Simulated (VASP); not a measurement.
A run of VASP 6.6.1 is set up as follows.

POSCAR

```
HfS2                                    
1.0
    3.6101928670      0.0000000000      0.0000000000
   -1.8050964335      3.1265187395      0.0000000000
    0.0000000000      0.0000000000     18.8800000000
  S               Hf            
     2     1
Direct
     0.3333330000000032    0.6666669999999968    0.4230165235899804
     0.6666669999999968    0.3333330000000032    0.5769834764100195
     0.0000000000000000    1.0000000000000000    0.5000000000000000
```

Contents of INCAR.step1:

```
SYSTEM = HfS2
  PREC = Accurate
  ENCUT = 520
  EDIFF = 1E-5
  ISMEAR = 0
  SIGMA = 0.03
  LREAL = .FALSE.
  LASPH = .TRUE.
  NELM = 100
  ALGO = Normal
  ISIF = 2
  LWAVE = .TRUE.
  LDIPOL = .TRUE.
  IDIPOL = 3
  DIPOL = 0.5 0.5 0.500
  GGA = PE
  KPAR = 4
```

Contents of INCAR.step2:

```
SYSTEM = HfS2
  PREC = Accurate
  ENCUT = 520
  EDIFF = 1E-7
  ISMEAR = 0
  SIGMA = 0.03
  LREAL = .FALSE.
  LASPH = .TRUE.
  NELM = 100
  ALGO = Normal
  ISIF = 2
  LWAVE = .FALSE.
  LCHARG = .TRUE.
  LDIPOL = .TRUE.
  IDIPOL = 3
  DIPOL = 0.5 0.5 0.500
  GGA = PE
  LHFCALC = .TRUE.
  HFSCREEN = 0.2
  PRECFOCK = Fast
  LVHAR = .TRUE.
  LVACPOTAV = .TRUE.
  ISTART = 1
  KPAR = 4
```

The input KPOINTS:

```
regular mesh
0
G
  6 6 1
  0 0 0
```

Potentials or basis: VASP PAW PBE potentials, release 64 (S, Hf_pv).

Command:

```sh
$ cat potpaw_PBE.64/S/POTCAR potpaw_PBE.64/Hf_pv/POTCAR > POTCAR
$ cp INCAR.step1 INCAR
$ mpirun -np 4 vasp_std > vasp.out
$ cp INCAR.step2 INCAR
$ mpirun -np 4 vasp_std > vasp.out
```

(1) What does it give for the ionisation potential of the upper face?

(2) Predict the band gap on the k mesh.

(3) Estimate the largest force.

Results:

(1) 6.96 eV.

(2) 2.02 eV, indirect (least direct gap 2.99 eV).

(3) 0.192 eV/Å.

Caveat: the PAW data sets were made with another functional, which shifts forces and pressure a little; spin-orbit coupling is left out, which moves the levels of the heavy elements.
